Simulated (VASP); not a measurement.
Runs of VASP 6.6.1 on ZnAu. It takes space group Pm-3m (No. 221, cubic). The conventional cell has a = 3.147 Å, b = 3.147 Å, c = 3.147 Å, α = 90.00°, β = 90.00°, γ = 90.00°. Zn (site symmetry m-3m) has 8 Au at 2.73 Å as nearest neighbours. Au (site symmetry m-3m) has 8 Zn at 2.73 Å as nearest neighbours. 

```tsv
task	level	potentials or basis	cell	gap on the mesh (eV)	pressure (GPa)
electric field gradients	LDA	VASP PAW LDA potentials, release 64 (Zn, Au)	as given	none	(a)
single point	r2SCAN	VASP PAW PBE potentials, release 64 (Zn, Au)	as given	none	0.5
electric field gradients	PBE	VASP PAW PBE potentials, release 64 (Zn, Au)	x and y stretched by -4 %, z held, PAW files	none	19.6
electric field gradients	PBE	VASP PAW PBE potentials, release 64 (Zn, Au)	x and y stretched by -4 %, z held, crystal datasets	none	19.6
```

Alike in all rows: no spin polarisation; k mesh 12 × 12 × 12; cutoff (eV) 520; smearing fermi-dirac 0.05 eV.

**Question.** Fill in the values left out.

**Answer.** (a) -6.2.

Caveats: so large a pressure means that the cell lies far from this level's equilibrium, or that cutoff or potentials fall short (some runs); the PAW data sets were made with another functional, which shifts forces and pressure a little (some runs).

A k mesh can miss the band edges, and the runs leave out spin-orbit coupling on Au.

A gap of «none» marks a metal or a gap under the smearing width.
